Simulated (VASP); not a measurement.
# ZnO (P6_3mc) in VASP: settings compared

One crystal, ZnO, is run at these levels: r2SCAN, r2SCAN+rVV10; tasks: relaxation of cell and atoms.

Program: VASP 6.6.1. These are calculated values, not measurements. Logs are shortened: lines on timing, memory, paths and dates and some standing lists are left out, and cuts for length are marked.

## (1) The structure

Symmetry: P6_3mc, No. 186, hexagonal system. The conventional cell has a = 3.249 Å, b = 3.249 Å, c = 5.204 Å, α = 90.00°, β = 90.00°, γ = 120.00°. Around Zn (site symmetry 3m) lie 4 O at 1.97 to 1.99 Å. O (site symmetry 3m) is surrounded by 4 Zn at 1.97 to 1.99 Å.

## (2) Relaxation of cell and atoms, r2SCAN

The input, INCAR:

```
PREC     = Accurate       # precision mode
ENCUT    = 600            # plane-wave cutoff, eV
EDIFF    = 1E-7           # SCF threshold, eV
ISMEAR   = 0              # smearing method
SIGMA    = 0.02           # smearing width, eV
LREAL    = F              # projectors in reciprocal space
LASPH    = T              # aspherical terms in the spheres
NELM     = 100            # most SCF steps
ALGO     = Normal         # electronic algorithm
ISIF     = 3              # what is computed and relaxed
LWAVE    = F              # write WAVECAR
LCHARG   = F              # write CHGCAR
METAGGA  = R2SCAN         # meta-GGA
LMIXTAU  = T            
IBRION   = 2              # ionic algorithm
NSW      = 90             # ionic steps
EDIFFG   = -0.005         # ionic threshold
```

The input, KPOINTS:

```
Automatic mesh
0
Gamma
  9 9 6
```

The input, POSCAR:

```
ZnO
1.0
    3.2494000000      0.0000000000      0.0000000000
   -1.6247000000      2.8140629500      0.0000000000
    0.0000000000      0.0000000000      5.2038000000
Zn O
2 2
Direct
    0.3333333300      0.6666666700      0.0000000000
    0.6666666700      0.3333333300      0.5000000000
    0.3333333300      0.6666666700      0.3830000000
    0.6666666700      0.3333333300      0.8830000000
```

Potentials or basis: VASP PAW PBE potentials, release 64 (Zn, O).

Run with:

```bash
$ cat potpaw_PBE.64/Zn/POTCAR potpaw_PBE.64/O/POTCAR > POTCAR
$ mpirun -np 1 vasp_std > vasp.out
```

OUTCAR:

```text
PREC = Accurate
   ENCUT = 600
   EDIFF = 1E-7
   ISMEAR = 0
   LREAL = F
   LASPH = T
   NELM = 100
   ISIF = 3
   METAGGA = R2SCAN
   IBRION = 2
   NSW = 90
   EDIFFG = -0.005

 ion  position               nearest neighbor table
   1  0.333  0.667  0.000-   4 1.97   4 1.97   4 1.97   3 1.99
   2  0.667  0.333  0.500-   3 1.97   3 1.97   3 1.97   4 1.99
   3  0.333  0.667  0.383-   2 1.97   2 1.97   2 1.97   1 1.99
   4  0.667  0.333  0.883-   1 1.97   1 1.97   1 1.97   2 1.99

  LATTYP: Found a hexagonal cell.
 ALAT       =     3.2494000000
 C/A-ratio  =     1.6014648858

  Lattice vectors:

 A1 = (   3.2494000000,   0.0000000000,   0.0000000000)
 A2 = (  -1.6247000000,   2.8140629500,   0.0000000000)
 A3 = (   0.0000000000,   0.0000000000,   5.2038000000)

Analysis of symmetry for initial positions (statically):
=====================================================================
 Subroutine PRICEL returns:
 Original cell was already a primitive cell.

 Routine SETGRP: Setting up the symmetry group for a
 hexagonal supercell.

 Subroutine GETGRP returns: Found 12 space group operations
 (whereof  6 operations were pure point group operations)
 out of a pool of 24 trial point group operations.

The static configuration has the point symmetry C_3v.
 The point group associated with its full space group is C_6v.

Analysis of symmetry for dynamics (positions and initial velocities):
=====================================================================
 Subroutine PRICEL returns:
 Original cell was already a primitive cell.

 Routine SETGRP: Setting up the symmetry group for a
 hexagonal supercell.

 Subroutine GETGRP returns: Found 12 space group operations
 (whereof  6 operations were pure point group operations)
 out of a pool of 24 trial point group operations.

The dynamic configuration has the point symmetry C_3v.
 The point group associated with its full space group is C_6v.

 Subroutine INISYM returns: Found 12 space group operations
 (whereof  6 operations are pure point group operations),
 and found     1 'primitive' translations

----------------------------------------------------------------------------------------

                                     Primitive cell

  volume of cell :      47.5836

  direct lattice vectors                    reciprocal lattice vectors
     3.249400000  0.000000000  0.000000000     0.307749123  0.177679039  0.000000000
    -1.624700000  2.814062950  0.000000000     0.000000000  0.355358078  0.000000000
     0.000000000  0.000000000  5.203800000     0.000000000  0.000000000  0.192167262

  length of vectors
     3.249400000  3.249400003  5.203800000     0.355358078  0.355358078  0.192167262

  position of ions in fractional coordinates (direct lattice)
     0.333333330  0.666666670  0.000000000
     0.666666670  0.333333330  0.500000000
     0.333333330  0.666666670  0.383000000
     0.666666670  0.333333330  0.883000000

  ion indices of the primitive-cell ions
   primitive index   ion index
                 1           1
                 2           2
                 3           3
                 4           4

----------------------------------------------------------------------------------------

 KPOINTS: Automatic mesh

Automatic generation of k-mesh.
 Grid dimensions read from file:
 generate k-points for:    9    9    6

 Generating k-lattice:

  Cartesian coordinates                     Fractional coordinates (reciprocal lattice)
     0.034194347  0.019742115  0.000000000     0.111111111  0.000000000  0.000000000
     0.000000000  0.039484231  0.000000000     0.000000000  0.111111111  0.000000000
     0.000000000  0.000000000  0.032027877     0.000000000  0.000000000  0.166666667

  Length of vectors
     0.039484231  0.039484231  0.032027877

  Shift w.r.t. Gamma in fractional coordinates (k-lattice)
     0.000000000  0.000000000  0.000000000

 Subroutine IBZKPT returns following result:
 ===========================================

 Found     48 irreducible k-points:

 Following reciprocal coordinates:
            Coordinates               Weight
  0.000000  0.000000  0.000000      1.000000
  0.111111  0.000000  0.000000      6.000000
  0.222222  0.000000  0.000000      6.000000
  0.333333  0.000000  0.000000      6.000000
  0.444444  0.000000  0.000000      6.000000
  0.111111  0.111111  0.000000      6.000000
[... 16 lines left out ...]
  0.333333  0.222222  0.166667     24.000000
  0.333333  0.333333  0.166667      4.000000
 [... further k-points ...]
   k-points           NKPTS =     48   k-points in BZ     NKDIM =     48   number of bands    NBANDS=     22
   number of dos      NEDOS =    301   number of ions     NIONS =      4
   total plane-waves  NPLWV =  32928
   dimension x,y,z NGX =    28 NGY =   28 NGZ =   42
   dimension x,y,z NGXF=    56 NGYF=   56 NGZF=   84
   ions per type =               2   2
   NGX,Y,Z   is equivalent  to a cutoff of  14.33, 14.33, 13.42 a.u.
   NGXF,Y,Z  is equivalent  to a cutoff of  28.65, 28.65, 26.84 a.u.
 SYSTEM =  unknown system
   PREC   = accura    normal or accurate (medium, high low for compatibility)
   ISTART =      0    job   : 0-new  1-cont  2-samecut
   ICHARG =      2    charge: 1-file 2-atom 10-const
   ISPIN  =      1    spin polarized calculation?
   LNONCOLLINEAR =      F non collinear calculations
   LSORBIT =      F    spin-orbit coupling
   LASPH  =      T    aspherical Exc in radial PAW
   ENCUT  =  600.0 eV  44.10 Ry    6.64 a.u.   6.49  6.49 10.39*2*pi/ulx,y,z
   NELM   =    100;   NELMIN=  2; NELMDL= -5     # of ELM steps
   EDIFF  = 0.1E-06   stopping-criterion for ELM
   LREAL  =      F    real-space projection
   EDIFFG = -.5E-02   stopping-criterion for IOM
   NSW    =     90    number of steps for IOM
   IBRION =      2    ionic relax: 0-MD 1-quasi-New 2-CG
   NFREE  =      1    steps in history (QN), initial steepest desc. (CG)
   ISIF   =      3    stress and relaxation
   ISYM   =      2    0-nonsym 1-usesym 2-fastsym
   POTIM  = 0.5000    time-step for ionic-motion
   TEBEG  =    0.0;   TEEND  =   0.0 temperature during run
   PSTRESS=    0.0 pullay stress
   NELECT =      36.0000    total number of electrons
   NUPDOWN=      -1.0000    fix difference up-down
   EMIN   =  10.00;   EMAX   =-10.00  energy-range for DOS
   EFERMI =   0.00;   METHOD = LEGACY
   ISMEAR =     0;   SIGMA  =   0.02  broadening in eV -4-tet -1-fermi 0-gaus
   EFERMI_NEDOS =   21; number of points for ismear=-14 and -15
   IALGO  =     38    algorithm
   IMIX   =      4    mixing-type and parameters
     AMIX     =   0.40;   BMIX     =  1.00
     AMIX_MAG =   1.60;   BMIX_MAG =  1.00
  volume/ion in A,a.u.               =      11.90        80.28
  Fermi-wavevector in a.u.,A,eV,Ry     =   1.491729  2.818958 30.276420  2.225254
  Thomas-Fermi vector in A             =   2.604347
   LORBIT       =      0    0 simple, 1 ext, 2 COOP (PROOUT), +10 PAW based schemes
   METAGGA = R2SCAN    functional components
   LHFCALC =     F    Hartree Fock is set to
   AEXX    =    0.0000 exact exchange contribution
   IVDW    =     0    specifies the selected vdW correction
   LEPSILON=     F    determine dielectric tensor
   LRPA    =     F    only Hartree local field effects (RPA)
 conjugate gradient relaxation of ions
 non-spin polarized calculation
 Gauss-broadening in eV      SIGMA  =   0.02
  energy-cutoff  :      600.00
  volume of cell :       47.58
 maximum number of plane-waves:      1617
 NGX is ok and might be reduce to    28
   NGX = 13   NGY = 13   NGZ = 21

--------------------------------------- Ionic step        1  -------------------------------------------

 number of electron      36.0000008 magnetization

 Free energy of the ion-electron system (eV)
  ---------------------------------------------------
  ext. energy  EPLUGINS =         0.00000000
  ---------------------------------------------------
  free energy    TOTEN  =       -36.32334642 eV

  energy without entropy =      -36.32334642  energy(sigma->0) =      -36.32334642

------------------------ aborting loop because EDIFF is reached ----------------------------------------

  FORCE on cell =-STRESS in cart. coord.  units (eV):
  Direction    XX          YY          ZZ          XY          YZ          ZX
  --------------------------------------------------------------------------------------
  -------------------------------------------------------------------------------------
  Total       -0.0776024     -0.0776024     -0.1703570      0.0000000     -0.0000000      0.0000000
  in kB       -2.6129322     -2.6129322     -5.7360497      0.0000000     -0.0000000      0.0000000
  external PRESSURE =      -3.6539713 kB  Pullay stress =       0.0000000 kB
[... 289 lines left out ...]
  energy  without entropy=      -36.3249221901  energy(sigma->0) =      -36.32492219

--------------------------------------- Ionic step        9  -------------------------------------------

 number of electron      36.0000002 magnetization

 Free energy of the ion-electron system (eV)
  ---------------------------------------------------
  ext. energy  EPLUGINS =         0.00000000
  ---------------------------------------------------
  free energy    TOTEN  =       -36.32496312 eV

  energy without entropy =      -36.32496312  energy(sigma->0) =      -36.32496312

 E-fermi :   0.9834     XC(G=0): -11.6769

 val. band max:        0.8713654065   @ k =   0.0000   0.0000   0.0000
 cond. band min:       2.0970167089   @ k =   0.0000   0.0000   0.0000
 fundamental gap:      1.2256513024
 Fermi energy:         0.9834474155

 k-point     1 :       0.0000    0.0000    0.0000
  band No.  band energies     occupation
      1     -18.2332      2.00000
      2     -17.5472      2.00000
      3      -4.9590      2.00000
      4      -4.9589      2.00000
      5      -4.9163      2.00000
      6      -4.8525      2.00000
[... 574 lines left out ...]
      6      -4.3362      2.00000
[... 14 lines left out ...]
     21       9.3379      0.00000
     22       9.5219      0.00000

 [... further k-points ...]
[... 5 lines left out ...]
  --------------------------------------------------------------------------------------
  -------------------------------------------------------------------------------------
  Total        0.0010874      0.0010874      0.0007959      0.0000000      0.0000000      0.0000000
  in kB        0.0366991      0.0366991      0.0268603      0.0000000      0.0000000      0.0000000
  external PRESSURE =       0.0334195 kB  Pullay stress =       0.0000000 kB
[... 19 lines left out ...]
  FREE ENERGIE OF THE ION-ELECTRON SYSTEM (eV)
  ---------------------------------------------------
  free  energy   TOTEN  =       -36.3249631192 eV

  energy  without entropy=      -36.3249631192  energy(sigma->0) =      -36.32496312

 reached required accuracy - stopping structural energy minimisation
```

Wall time 15 min (1 thread of Intel Xeon 6975P-C (Granite Rapids), shared host); peak memory 0.21 GiB.

Results:

- Free energy: -36.3250 eV
- Relaxed volume: 11.87 Å³/atom
- Relaxed cell: a = 3.238 Å, b = 3.238 Å, c = 5.228 Å, α = 90.00°, β = 90.00°, γ = 120.00°
- Space group after relaxing (to 0.05 Å): P6_3mc (No. 186)
- Energy gained by relaxing: 0.4 meV/atom
- Ionic steps: 9
- Pressure after relaxing: 0.0 GPa
- Largest force after relaxing: 0.004 eV/Å
- Band gap on the k mesh: 1.23 eV, direct

Forces in eV/Å, atoms in the order of the input:
```
Zn   0.000  0.000  0.004
Zn   0.000  0.000  0.004
O    0.000  0.000 -0.004
O    0.000  0.000 -0.004
```

The path:
| step | energy change (eV) | largest force (eV/Å) | pressure (GPa) | volume (Å³) |
| --- | --- | --- | --- | --- |
| 1 | 0.0000 | 0.0667 | -0.37 | 47.58 |
| 2 | -0.0008 | 0.0149 | 0.22 | 47.40 |
| 3 | -0.0008 | 0.0188 | 0.18 | 47.41 |
| 4 | -0.0008 | 0.0215 | 0.14 | 47.42 |
| 5 | -0.0010 | 0.0138 | 0.06 | 47.45 |
| 6 | -0.0013 | 0.0113 | -0.22 | 47.55 |
| 7 | -0.0015 | 0.0026 | -0.09 | 47.50 |
| 8 | -0.0016 | 0.0005 | -0.06 | 47.49 |
| 9 | -0.0016 | 0.0036 | 0.00 | 47.47 |

Final structure:
```
Zn O
1.0
     3.23825    0.00000    0.00000
    -1.61913    2.80441    0.00000
     0.00000    0.00000    5.22754
Zn O
2 2
Direct
  0.33333 0.66667 0.00211
  0.66667 0.33333 0.50211
  0.33333 0.66667 0.38089
  0.66667 0.33333 0.88090
```

Levels at points of the mesh, in eV from the valence-band top:
| k point | band 16 | band 17 | band 18 | band 19 | band 20 | band 21 |
| --- | --- | --- | --- | --- | --- | --- |
| (0.00, 0.00, 0.00) | -0.09 | 0.00 | 0.00 | 1.23 | 5.87 | 8.80 |
| (0.00, 0.00, 0.50) | -0.40 | -0.40 | -0.40 | 3.92 | 3.92 | 10.80 |

Caveat: the PAW data sets were made with another functional, which shifts forces and pressure a little.

## (3) Relaxation of cell and atoms, r2SCAN+rVV10

Edit INCAR of step 2 so:

```diff
@@ -14,2 +14,6 @@
 LMIXTAU  = T            
+LUSE_VDW = T            
+IVDW_NL  = 2            
+BPARAM   = 11.95        
+CPARAM   = 0.0093       
 IBRION   = 2              # ionic algorithm
```

KPOINTS is that of step 2.

POSCAR is that of step 2.

Potentials or basis: VASP PAW PBE potentials, release 64 (Zn, O).

Run with:

```bash
$ cat potpaw_PBE.64/Zn/POTCAR potpaw_PBE.64/O/POTCAR > POTCAR
$ mpirun -np 1 vasp_std > vasp.out
```

OUTCAR:

```text
PREC = Accurate
   ENCUT = 600
   EDIFF = 1E-7
   ISMEAR = 0
   LREAL = F
   LASPH = T
   NELM = 100
   ISIF = 3
   METAGGA = R2SCAN
   IVDW_NL = 2
   BPARAM = 11.95
   IBRION = 2
   NSW = 90
   EDIFFG = -0.005

 ion  position               nearest neighbor table
   1  0.333  0.667  0.000-   4 1.97   4 1.97   4 1.97   3 1.99
   2  0.667  0.333  0.500-   3 1.97   3 1.97   3 1.97   4 1.99
   3  0.333  0.667  0.383-   2 1.97   2 1.97   2 1.97   1 1.99
   4  0.667  0.333  0.883-   1 1.97   1 1.97   1 1.97   2 1.99

  LATTYP: Found a hexagonal cell.
 ALAT       =     3.2494000000
 C/A-ratio  =     1.6014648858

  Lattice vectors:

[... 379 lines left out ...]
--------------------------------------- Ionic step       10  -------------------------------------------

 number of electron      36.0000000 magnetization

 Free energy of the ion-electron system (eV)
  ---------------------------------------------------
  ext. energy  EPLUGINS =         0.00000000
  ---------------------------------------------------
  free energy    TOTEN  =       -35.25798373 eV

  energy without entropy =      -35.25798373  energy(sigma->0) =      -35.25798373

 E-fermi :   1.0236     XC(G=0): -11.7884

 val. band max:        0.9354209341   @ k =   0.0000   0.0000   0.0000
 cond. band min:       2.1157159523   @ k =   0.0000   0.0000   0.0000
 fundamental gap:      1.1802950182
 Fermi energy:         1.0236003247

 k-point     1 :       0.0000    0.0000    0.0000
  band No.  band energies     occupation
      1     -18.2475      2.00000
      2     -17.5467      2.00000
      3      -4.9319      2.00000
      4      -4.9318      2.00000
      5      -4.8905      2.00000
      6      -4.8817      2.00000
[... 589 lines left out ...]
     21       9.4261      0.00000
     22       9.5356      0.00000

 [... further k-points ...]
[... 5 lines left out ...]
  --------------------------------------------------------------------------------------
  -------------------------------------------------------------------------------------
  Total       -0.0053325     -0.0053325     -0.0147765      0.0000000      0.0000000      0.0000000
  in kB       -0.1814839     -0.1814839     -0.5028936      0.0000000      0.0000000      0.0000000
  external PRESSURE =      -0.2886205 kB  Pullay stress =       0.0000000 kB
[... 19 lines left out ...]
  FREE ENERGIE OF THE ION-ELECTRON SYSTEM (eV)
  ---------------------------------------------------
  free  energy   TOTEN  =       -35.2579837343 eV

  energy  without entropy=      -35.2579837343  energy(sigma->0) =      -35.25798373

 reached required accuracy - stopping structural energy minimisation
```

OSZICAR:

```text
N       E                     dE             d eps       ncg     rms          rms(c)
DAV:   1     0.286789244777E+03    0.28679E+03   -0.21067E+04  2120   0.267E+03
DAV:   2    -0.119302880063E+02   -0.29872E+03   -0.28711E+03  2244   0.483E+02
DAV:   3    -0.448225911994E+02   -0.32892E+02   -0.32658E+02  2472   0.167E+02
[... 152 lines left out ...]
DAV:   8    -0.352579847181E+02   -0.36902E-05   -0.57883E-07  2100   0.817E-03    0.629E-04
DAV:   9    -0.352579835054E+02    0.12127E-05   -0.14437E-07  1548   0.391E-03    0.280E-04
DAV:  10    -0.352579844609E+02   -0.95556E-06   -0.39364E-08  1236   0.212E-03    0.102E-04
DAV:  11    -0.352579836594E+02    0.80149E-06   -0.60869E-09  1056   0.123E-03    0.504E-05
DAV:  12    -0.352579837343E+02   -0.74824E-07   -0.10560E-09  1056   0.355E-04
  10 F= -.35257984E+02 E0= -.35257984E+02  d E =-.415684E-03
```

It took 24 min on 1 thread of Intel Xeon 6975P-C (Granite Rapids), shared host; peak memory 0.35 GiB.

What came out:

* Free energy: -35.2580 eV
* Relaxed volume: 11.77 Å³/atom
* Relaxed cell: a = 3.229 Å, b = 3.229 Å, c = 5.215 Å, α = 90.00°, β = 90.00°, γ = 120.00°
* Space group after relaxing (to 0.05 Å): P6_3mc (No. 186)
* Energy gained by relaxing: 1.1 meV/atom
* Ionic steps: 10
* Pressure after relaxing: 0.0 GPa
* Largest force after relaxing: 0.004 eV/Å
* Band gap on the k mesh: 1.18 eV, direct

Forces on the atoms (eV/Å):
```
Zn   0.000  0.000  0.004
Zn   0.000  0.000  0.004
O    0.000  0.000 -0.004
O    0.000  0.000 -0.004
```

Step by step:
```tsv
step	energy change (eV)	largest force (eV/Å)	pressure (GPa)	volume (Å³)
1	0.0000	0.0673	-1.66	47.58
2	-0.0030	0.0102	1.04	46.74
3	-0.0037	0.0280	0.23	46.98
4	-0.0037	0.0316	0.06	47.04
5	-0.0039	0.0200	0.03	47.05
6	-0.0041	0.0161	-0.06	47.08
7	-0.0043	0.0125	-0.05	47.08
8	-0.0045	0.0022	-0.04	47.08
9	-0.0043	0.0156	-0.01	47.07
10	-0.0045	0.0037	-0.03	47.08
```

Final structure:
```yaml
crystal:
  lattice:
    - [3.22851, 0.00000, 0.00000]
    - [-1.61426, 2.79597, 0.00000]
    - [0.00000, 0.00000, 5.21519]
  atoms:
    - { symbol: Zn, position: [0.33333, 0.66667, 0.00219] }
    - { symbol: Zn, position: [0.66667, 0.33333, 0.50219] }
    - { symbol: O, position: [0.33333, 0.66667, 0.38081] }
    - { symbol: O, position: [0.66667, 0.33333, 0.88081] }
```

Caveat: the PAW data sets were made with another functional, which shifts forces and pressure a little.
